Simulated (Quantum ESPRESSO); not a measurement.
Crystal: KTaO3.

```
CELL_PARAMETERS angstrom
3.98830 0.00000 0.00000
0.00000 3.98830 0.00000
0.00000 0.00000 3.98830
ATOMIC_POSITIONS crystal
Ta 0.00000 0.00000 0.00000
K 0.50000 0.50000 0.50000
O 0.00000 0.00000 0.50000
O 0.00000 0.50000 0.00000
O 0.50000 0.00000 0.00000
```

Base run:

```yaml
Program: Quantum ESPRESSO 7.5
Functional: PBE
Potentials_or_basis: SSSP 1.3 efficiency PBE
Cutoff: 816 eV
Density_cutoff: 6531 eV
k_mesh: 7 × 7 × 7
Occupations: fermi-dirac, width 0.05 eV
Spin: no spin polarisation
```

Its results: band gap on the k mesh 2.27 eV, indirect (least direct gap 2.84 eV); pressure 5.2 GPa.

Problem. The run is repeated on the same cell with these changes: potentials or basis from SSSP 1.3 efficiency PBE to PseudoDojo 0.4.1 SR PBE standard; cutoff from 816 eV to 1143 eV; density cutoff from 6531 eV to 4572 eV. What comes out?

Solution. Band gap on the k mesh 2.30 eV, indirect (least direct gap 2.87 eV); pressure 4.3 GPa.

Caveats: spin-orbit coupling is left out, which moves the levels of the heavy elements; an odd mesh through Γ misses points on the zone boundary, where band edges often lie (some runs); some levels on the path didn't converge (some runs).

Not every run made on this cell is shown here.
